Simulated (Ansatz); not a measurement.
# Ta in Ansatz: the effect of functional

The system is Ta.

```
Ta
1.0
     2.84116    0.00000    0.00000
    -1.42058    2.46052    0.00000
     0.00000    0.00000    5.06081
Ta
2
Direct
  0.33333 0.66667 0.25000
  0.66667 0.33333 0.75000
```

This isn't the form of Ta at room conditions, which is bcc.

The cell isn't the ideal one: volume scaled by 0.94.

Alike in all runs:

* Program: Ansatz 0.2.0
* Task: single point
* Potentials or basis: Ansatz PAW
* k mesh: 11 × 11 × 5
* Occupations: fermi-dirac, width 0.05 eV
* Spin: no spin polarisation

**Question.** One run gave: pressure -0.3 GPa. Which functional did it use?
A. LDA
B. r2SCAN
C. PBEsol

**Answer.** A.

```csv
functional,cutoff,pressure (GPa)
LDA,420 eV (not typed: the program's choice for these potentials),-0.3
PBEsol,420 eV (not typed: the program's choice for these potentials),4.9
r2SCAN,500 eV (not typed: the program's choice for these potentials),9.3
```

Caveats: the PAW data sets come from PBE, with cores solved anew for the run's functional, which leaves a small shift of forces and pressure.
